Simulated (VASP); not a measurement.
# Al in VASP: further runs

One slab, Al, is run at these levels: PBE; tasks: single point.

Program: VASP 6.6.1. These are calculated values, not measurements. Logs are shortened: lines on timing, memory, paths and dates and some standing lists are left out, and cuts for length are marked.

## 1. The slab as given

The cell holds a slab with vacuum, 19 atoms: a = 5.728 Å, b = 8.591 Å, c = 15.677 Å, α = 90.00°, β = 90.00°, γ = 60.00°.

The cell was built by a generator and needn't be a form met in nature.

## 2. Single point, PBE

File INCAR:

```
SYSTEM = Al
PREC = Accurate
ENCUT = 520
EDIFF = 1E-7
ISMEAR = -1
SIGMA = 0.1
LREAL = Auto
LASPH = .True.
NELM = 80
ALGO = Fast
ISIF = 2
LWAVE = .False.
LCHARG = .True.
GGA = PE
LELF = .True.
LVHAR = .True.
NBANDS = 44
```

File KPOINTS:

```
Automatic mesh
0
Gamma
  2 2 1
  0 0 0
```

File POSCAR:

```
Al
1.0
    5.7275650000      0.0000000000      0.0000000000
    4.2956740000      7.4403250000      0.0000000000
    0.0000000000      0.0000000000     15.6765370000
Al
19
Direct
    0.1666684695      0.1111107378      0.0637895984
    0.6666715249      0.1111107378      0.0637895984
    0.1666708227      0.4444429511      0.0637895984
    0.6666738781      0.4444429511      0.0637895984
    0.1666731759      0.7777751644      0.0637895984
    0.6666762313      0.7777751644      0.0637895984
   -0.0828049951      0.1977736188      0.2417498201
    0.4123126939      0.2330140148      0.2258406943
   -0.0568955541      0.5311327126      0.2255982938
    0.4056348036      0.5784424740      0.2200230829
   -0.0557751166      0.8789669806      0.2345160797
    0.4450164368      0.9029175473      0.2288005316
    0.1262616956     -0.0311411128      0.3981555365
    0.6277072706     -0.0458447716      0.4115832470
    0.1530716809      0.2743159741      0.4132353976
    0.6116826033      0.3006857899      0.3937923280
    0.1392405342      0.6540977713      0.3909090381
    0.6607095786      0.6342061671      0.3650678718
    0.9112096251      0.5817219006      0.5194323211
```

Potentials or basis: VASP PAW PBE potentials, release 64 (Al).

The run is started by

```console
$ cat potpaw_PBE.64/Al/POTCAR > POTCAR
$ mpirun -np 1 vasp_std > vasp.out
```

OUTCAR:

```text
SYSTEM = Al
   PREC = Accurate
   ENCUT = 520
   EDIFF = 1E-7
   ISMEAR = -1
   LREAL = Auto
   LASPH = .True.
   NELM = 80
   ISIF = 2
   GGA = PE

 ion  position               nearest neighbor table
   1  0.167  0.111  0.064-   4 2.86   2 2.86   3 2.86   5 2.86   2 2.86   6 2.86   7 3.05  12 3.10
                             8 3.32
   2  0.667  0.111  0.064-   8 2.85   1 2.86   3 2.86   4 2.86   6 2.86   5 2.86   1 2.86  11 3.24

   3  0.167  0.444  0.064-   9 2.77   6 2.86   4 2.86   2 2.86   5 2.86   1 2.86   4 2.86   8 3.03
                            10 3.28
   4  0.667  0.444  0.064-  10 2.80   1 2.86   3 2.86   5 2.86   6 2.86   2 2.86   3 2.86   9 3.27
                             7 3.36
   5  0.167  0.778  0.064-   6 2.86   4 2.86   3 2.86   1 2.86   2 2.86   6 2.86  11 2.90  10 2.91
[... 23 lines left out ...]
  17  0.139  0.654  0.391-  19 2.64  13 2.67  14 2.79  18 2.86  16 2.89  18 2.93  11 2.97  10 2.99
                             9 3.21  15 3.24
  18  0.661  0.634  0.365-   9 2.60  19 2.73  14 2.76  17 2.86  10 2.87  12 2.93  17 2.93  13 3.02
                            16 3.05  15 3.06
  19  0.911  0.582  0.519-  17 2.64  18 2.73  15 2.83  14 3.25

  LATTYP: Found a simple monoclinic cell.
 ALAT       =     5.7275650000
 B/A-ratio  =     2.7370334514
 C/A-ratio  =     1.3228756151
 COS(beta)  =    -0.1889822093

  Lattice vectors:

 A1 = (   5.7275650000,   0.0000000000,   0.0000000000)
 A2 = (   0.0000000000,   0.0000000000, -15.6765370000)
 A3 = (  -1.4318910000,   7.4403250000,   0.0000000000)

Analysis of symmetry for initial positions (statically):
=====================================================================
 Subroutine PRICEL returns:
 Original cell was already a primitive cell.

 Routine SETGRP: Setting up the symmetry group for a
 simple monoclinic supercell.

 Subroutine GETGRP returns: Found  1 space group operations
 (whereof  1 operations were pure point group operations)
 out of a pool of  4 trial point group operations.

The static configuration has the point symmetry C_1 .

Analysis of symmetry for dynamics (positions and initial velocities):
=====================================================================
 Subroutine PRICEL returns:
 Original cell was already a primitive cell.

 Routine SETGRP: Setting up the symmetry group for a
 simple monoclinic supercell.

 Subroutine GETGRP returns: Found  1 space group operations
 (whereof  1 operations were pure point group operations)
 out of a pool of  4 trial point group operations.

The dynamic configuration has the point symmetry C_1 .
[... 119 lines left out ...]
   ISYM   =      2    0-nonsym 1-usesym 2-fastsym
   POTIM  = 0.5000    time-step for ionic-motion
   TEBEG  =    0.0;   TEEND  =   0.0 temperature during run
   PSTRESS=    0.0 pullay stress
   NELECT =      57.0000    total number of electrons
   NUPDOWN=      -1.0000    fix difference up-down
   EMIN   =  10.00;   EMAX   =-10.00  energy-range for DOS
   EFERMI =   0.00;   METHOD = LEGACY
   ISMEAR =    -1;   SIGMA  =   0.10  broadening in eV -4-tet -1-fermi 0-gaus
   EFERMI_NEDOS =   21; number of points for ismear=-14 and -15
   IALGO  =     68    algorithm
   IMIX   =      4    mixing-type and parameters
     AMIX     =   0.40;   BMIX     =  1.00
     AMIX_MAG =   1.60;   BMIX_MAG =  1.00
  volume/ion in A,a.u.               =      35.16       237.28
  Fermi-wavevector in a.u.,A,eV,Ry     =   0.720713  1.361950  7.067239  0.519427
  Thomas-Fermi vector in A             =   1.810236
   LORBIT       =      0    0 simple, 1 ext, 2 COOP (PROOUT), +10 PAW based schemes
   GGA     = PE    functional components
   LHFCALC =     F    Hartree Fock is set to
   AEXX    =    0.0000 exact exchange contribution
   IVDW    =     0    specifies the selected vdW correction
   LEPSILON=     F    determine dielectric tensor
   LRPA    =     F    only Hartree local field effects (RPA)
 non-spin polarized calculation
 RMM-DIIS sequential band-by-band and
  energy-cutoff  :      520.00
  volume of cell :      668.05
 maximum number of plane-waves:     17987
 NGX is ok and might be reduce to    48
   NGX = 21   NGY = 31   NGZ = 59

 number of electron      57.0000000 magnetization

 Free energy of the ion-electron system (eV)
  ---------------------------------------------------
  ext. energy  EPLUGINS =         0.00000000
  ---------------------------------------------------
  free energy    TOTEN  =       -64.76608872 eV

  energy without entropy =      -64.45493949  energy(sigma->0) =      -64.61051411

 E-fermi :   1.7803     XC(G=0):  -6.2307

 val. band max:        1.7245070711   @ k =   0.5000   0.0000   0.0000
 cond. band min:       1.7937615814   @ k =   0.5000   0.0000   0.0000
 fundamental gap:      0.0692545103
 Fermi energy:         1.7802871015

 k-point     1 :       0.0000    0.0000    0.0000
  band No.  band energies     occupation
      1      -8.2644      2.00000
      2      -7.0010      2.00000
      3      -5.7172      2.00000
      4      -5.5146      2.00000
      5      -5.1818      2.00000
      6      -4.4805      2.00000
[... 161 lines left out ...]
     39       3.7628      0.00000
     40       4.0006      0.00000
 [bands above 40 left out]

------------------------ aborting loop because EDIFF is reached ----------------------------------------

  FORCE on cell =-STRESS in cart. coord.  units (eV):
  Direction    XX          YY          ZZ          XY          YZ          ZX
  --------------------------------------------------------------------------------------
  -------------------------------------------------------------------------------------
  Total      -15.7712860     -5.3292706     -3.7774317      0.3415205      1.3780292     -1.9516790
  in kB      -37.8238406    -12.7810429     -9.0593104      0.8190591      3.3048894     -4.6806579
  external PRESSURE =     -19.8880646 kB  Pullay stress =       0.0000000 kB

 VOLUME and BASIS-vectors are now :
 -----------------------------------------------------------------------------
  energy-cutoff  :      520.00
  volume of cell :      668.05
      direct lattice vectors                 reciprocal lattice vectors
     5.727565000  0.000000000  0.000000000     0.174594265 -0.100802054  0.000000000
     4.295674000  7.440325000  0.000000000     0.000000000  0.134402731  0.000000000
     0.000000000  0.000000000 15.676537000     0.000000000  0.000000000  0.063789598

 POSITION                                       TOTAL-FORCE (eV/Angst)
 -----------------------------------------------------------------------------------
      1.43190      0.82670      1.00000         0.104163      0.038157      0.256670
      4.29570      0.82670      1.00000        -0.015798      0.051421      0.085411
      2.86380      3.30680      1.00000         0.001520     -0.083185     -0.080351
      5.72760      3.30680      1.00000         0.132249     -0.060135      0.130129
      4.29570      5.78690      1.00000         0.059479     -0.008525      0.141821
      7.15950      5.78690      1.00000         0.130865     -0.154585      0.060137
[... 11 lines left out ...]
      6.50860      4.71870      5.72300        -0.715162     -0.186695      0.348637
      7.71790      4.32820      8.14290        -0.139681     -0.065941     -0.196332
 -----------------------------------------------------------------------------------
    total drift:                                0.000834     -0.001612     -0.005384

  FREE ENERGIE OF THE ION-ELECTRON SYSTEM (eV)
  ---------------------------------------------------
  free  energy   TOTEN  =       -64.7660887228 eV

  energy  without entropy=      -64.4549394872  energy(sigma->0) =      -64.61051411
```

OSZICAR:

```text
N       E                     dE             d eps       ncg     rms          rms(c)
DAV:   1     0.133025449573E+03    0.13303E+03   -0.17667E+04   352   0.945E+02
DAV:   2    -0.553875566134E+02   -0.18841E+03   -0.17938E+03   440   0.143E+02
DAV:   3    -0.668273306600E+02   -0.11440E+02   -0.10990E+02   472   0.319E+01
[... 12 lines left out ...]
RMM:  16    -0.647660725611E+02   -0.92926E-04   -0.10397E-04   437   0.432E-02    0.115E-02
RMM:  17    -0.647660870110E+02   -0.14450E-04   -0.33279E-05   512   0.232E-02    0.105E-02
RMM:  18    -0.647660887532E+02   -0.17422E-05   -0.60444E-06   476   0.986E-03    0.637E-03
RMM:  19    -0.647660887588E+02   -0.55554E-08   -0.17940E-06   440   0.441E-03    0.273E-03
RMM:  20    -0.647660887228E+02    0.35929E-07   -0.30881E-07   337   0.219E-03
   1 F= -.64766089E+02 E0= -.64610514E+02  d E =-.311149E+00
```

stdout:

```text
POSCAR found type information on POSCAR Al
 POSCAR found :  1 types and      19 ions
 scaLAPACK will be used
 LDA part: xc-table for (Slater+PW92), standard interpolation
 POSCAR, INCAR and KPOINTS ok, starting setup
 FFT: planning ... GRIDC
 FFT: planning ... GRID_SOFT
 FFT: planning ... GRID
 WAVECAR not read
 entering main loop
```

Run time: 6.7 min. Hardware: 1 thread of AMD EPYC 7R43 (Zen 3), shared host; peak memory 0.61 GiB.

Results:

- Free energy: -64.7661 eV
- Largest force: 0.817 eV/Å
- Band gap on the k mesh: none (metal or under the smearing width)

Forces on the atoms (eV/Å):
```
Al   0.104  0.038  0.257
Al  -0.016  0.051  0.085
Al   0.002 -0.083 -0.080
Al   0.132 -0.060  0.130
Al   0.059 -0.009  0.142
Al   0.131 -0.155  0.060
Al   0.496  0.545 -0.137
Al   0.027 -0.164  0.196
Al  -0.192  0.251 -0.305
Al   0.267 -0.530  0.093
Al  -0.551  0.044  0.074
Al  -0.105 -0.099  0.063
Al  -0.082  0.137 -0.137
Al   0.269  0.072 -0.022
Al  -0.275  0.618 -0.163
Al   0.193  0.075 -0.023
Al   0.396 -0.479 -0.385
Al  -0.715 -0.187  0.349
Al  -0.140 -0.066 -0.196
```

Caveat: the k mesh is coarse (spacing up to 0.63 Å⁻¹), so the values aren't converged.

(Continued in part 2 of 2.)
